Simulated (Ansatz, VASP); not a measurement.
# BaTe: VASP beside Ansatz, part 2 of 2

Wanted: the spread between two codes on one cell, functional and k mesh.

VASP 6.6.1 and Ansatz 0.2.0.

So far. Step 3 (Ansatz: single point, PBE): The run ends at a pressure of 3.81 GPa. Step 6 (Ansatz: single point, r2SCAN): The run ends at a pressure of 4.05 GPa.

The database entry behind the starting cell differs from later determinations by our own check (about 2.5 % short), so it need not match the best structure at ambient conditions.

## Step 10: VASP: single point, PBE, spin-orbit coupling

Level of this step: PBE, spin-orbit coupling; plane waves and PAW (Ba_sv, Te) (VASP).

A single point gives forces, pressure and levels at one fixed geometry, so differences don't come from the geometry; what else differs is listed under the comparison.

INCAR

```
SYSTEM = BaTe
PREC = Accurate
ENCUT = 400
EDIFF = 1E-07
NELM = 100
ISMEAR = 0
SIGMA = 0.05
LREAL = .FALSE.
ALGO = Normal
GGA = PE
LNONCOLLINEAR = .TRUE.
MAGMOM = 0 0 0 0 0 0
NBANDS = 88
GGA_COMPAT = .FALSE.
LASPH = .TRUE.
LSORBIT = .TRUE.
LWAVE = .FALSE.
LCHARG = .FALSE.
KPAR = 4
LOPTICS = .TRUE.
NEDOS = 2000
CSHIFT = 0.2
```

POSCAR

```
BaTe
1.0
    0.0000000000      3.4100000000      3.4100000000
    3.4100000000      0.0000000000      3.4100000000
    3.4100000000      3.4100000000      0.0000000000
Ba Te
1 1
Direct
    0.0000000000      0.0000000000      0.0000000000
    0.5000000000      0.5000000000      0.5000000000
```

KPOINTS

```
Automatic mesh
0
Gamma
7 7 7
0 0 0
```

Potentials, in the order of the species: Ba_sv and Te (PBE family, release 64).

On the command line:

```sh
$ mpirun -np 4 vasp_ncl
```

Numbers of over 12 decimals in the logs are rounded to 6 here.

The log of the run:

```text
[... set-up lines as in an earlier step ...]
 entering main loop
       N       E                     dE             d eps       ncg     rms          rms(c)
DAV:   1     0.755051480595E+02    0.75505E+02   -0.42034E+03  3520   0.248E+02
DAV:   2    -0.540552631452E+01   -0.80911E+02   -0.75956E+02  4472   0.806E+01
DAV:   3    -0.881713192564E+01   -0.34116E+01   -0.33261E+01  4792   0.146E+01
DAV:   4    -0.889375637514E+01   -0.76624E-01   -0.76502E-01  4392   0.195E+00
[...]
DAV:  11    -0.880280385704E+01   -0.87430E-04   -0.20085E-05  4024   0.112E-02    0.383E-02
DAV:  12    -0.880286362374E+01   -0.59767E-04   -0.45587E-05  4032   0.177E-02    0.442E-03
DAV:  13    -0.880286357340E+01    0.50339E-07   -0.90714E-07  4328   0.237E-03
   1 F= -.88028636E+01 E0= -.88028636E+01  d E =-.166254E-11  mag=    -0.0000    -0.0000    -0.0000
 optical routines
 imaginary and real dielectric function
 recalculating local potential from charge density
 direction            1
 direction            2
 direction            3
```

From OUTCAR (step 10):

```text
  Total        2.0926297      2.0926297      2.0926297      0.0000000      0.0000000     -0.0000000
  in kB       42.2775530     42.2775530     42.2775530      0.0000000      0.0000000     -0.0000000
  external PRESSURE =      42.2775530 kB  Pullay stress =       0.0000000 kB

 POSITION                                       TOTAL-FORCE (eV/Angst)
 -----------------------------------------------------------------------------------
      0.00000      0.00000      0.00000         0.000000     -0.000000      0.000000
      3.41000      3.41000      3.41000        -0.000000      0.000000      0.000000
 -----------------------------------------------------------------------------------
    total drift:                               -0.000000     -0.000000     -0.000000

  FREE ENERGIE OF THE ION-ELECTRON SYSTEM (eV)
  ---------------------------------------------------
  free  energy   TOTEN  =        -8.8028635734 eV

  energy  without entropy=       -8.8028635734  energy(sigma->0) =       -8.80286357

[... 1 part as in an earlier step ...]

[... 2 further parts left out ...]
[key lines of the parts left out:]
E-fermi :   3.2914
```

## Step 11: Ansatz: single point, PBE, spin-orbit coupling

The same cell, functional, mesh and smearing now go to Ansatz, which takes its cutoff from its data sets.

input.yaml

```yaml
crystal:
  lattice:
    - [0.0, 3.41, 3.41]
    - [3.41, 0.0, 3.41]
    - [3.41, 3.41, 0.0]
  atoms:
    - { symbol: Ba, position: [0.0, 0.0, 0.0] }
    - { symbol: Te, position: [0.5, 0.5, 0.5] }
hamiltonian:
  xc: pbe
  pseudopotentials: { kind: paw_fr }
magnetization:
  noncollinear: true
  spin_orbit: true
kpoints:
  mp_grid: { grid: [7, 7, 7] }
scf:
  occupations: { method: gaussian, width: 0.05 }
  n_extra_bands: 8
output:
  forces: true
  stress: true
  eigenvalues: true
```

On the command line:

```sh
$ ansatz run input.yaml --threads 2 --pin off --max-ram 4608MiB --backend cpu --events-out ev --progress --plain --runs-dir out
```

The log of the run:

```text
[...]
non-collinear run that drives no moment, with spin-orbit: no starting moment large enough to seed its density (crystal.atoms[].spin), no starting occupations that ask for one, no magnetisation constraint and no magnetic field, so the semilocal B_xc is pinned to zero
Crystal: 2 atoms, lattice volume = 79.304 Å³
[...]
k-point 1: bands = [... 22 lower, 6.9387, 6.9387, 7.1516, 7.1516, 10.2275, 10.2275, 10.4477, 10.4477, ... 4 higher]
  k-point 2: bands = [... 22 lower, 6.2499, 6.2499, 6.5843, 6.5843, 10.4893, 10.4893, 11.1578, 11.1578, ... 4 higher]
  k-point 19: bands = [... 22 lower, 6.2667, 6.2667, 6.4344, 6.4344, 10.4060, 10.4060, 11.2864, 11.2864, ... 4 higher]
[key lines of the parts left out:]
SCF converged after 7 iterations
Magnetization: |M| = 0.0000 μB,  M = (+0.0000, +0.0000, +0.0000) μB
Free energy (F): -12940.514980 eV
Fermi energy:    8.107055 eV
P = ⅓ Tr σ = 3.7902 GPa (37.902 kbar)
```

It took 3.4 s on 2 threads of Intel Xeon Platinum 8375C at 2.90GHz (Ice Lake), shared host; peak memory 0.63 GiB.

The run ends at a pressure of 3.79 GPa.

## Step 12: Comparison

What differs besides the data sets and the points named for the pairs above, as far as they apply: spin-orbit coupling enters by fully relativistic files in Ansatz and inside the spheres in VASP; the data sets hold 26 valence electrons in Ansatz (fully relativistic PAW (standard-fr) files) and 16 in VASP. Total energies have different zeros and are not compared.

The two programs side by side:

```
              quantity  Ansatz   VASP  difference
        pressure (GPa)    3.79   4.23       -0.44
gap on the k mesh (eV)   1.201  1.095      +0.106
```

A gap on the mesh is an upper bound, since the band edges may lie between its points.

## Step 13: Further runs

Further runs change the set-up of one program: Ansatz's method, potentials or start, or VASP's data sets, cutoff or form of LDA. The table gives Ansatz less VASP for each quantity, since a change that brings one quantity closer may part another.

```
                                        run  pressure (GPa)  gap on the k mesh (eV)
                                   as above           -0.44                    0.11
    Ansatz's larger PAW set (cutoff 430 eV)           -0.43                    0.11
norm-conserving potentials (cutoff 1088 eV)           -0.45                    0.10
```

## Step 14: Results

```
difference in gap on the k mesh (single point, PBE)                      : 0.099 eV
difference in gap on the k mesh (single point, r2SCAN)                   : 0.094 eV
difference in gap on the k mesh (single point, PBE, spin-orbit coupling) : 0.11 eV
```

What this shows: The difference in gap on the k mesh is 0.11 eV (single point, PBE, spin-orbit coupling), beyond the 0.08 eV picked in this series as the mark of a large difference. For single point, PBE, no further run moves any of the tabulated differences by more than a quarter of its size. For single point, r2SCAN, no further run moves any of the tabulated differences by more than a quarter of its size. For single point, PBE, spin-orbit coupling, no further run moves any of the tabulated differences by more than a quarter of its size. 1 further run of this series is not shown here. Such differences can come from data sets, numerical settings and the points named under the comparisons, not from the functional's error against experiment.

[Lines on the potential files, build, host, timing and source positions are cut from VASP's logs without a mark.]

[Logs are printed without paths, hosts, clocks, repeated set-up lines and the standing remarks that a program may print on its own settings, such as how far it seeks lower states.]

[Hosts, paths, dates, database ids (printed as entryN), source tags and the programs' standing remarks are cut or masked in the printed files.]
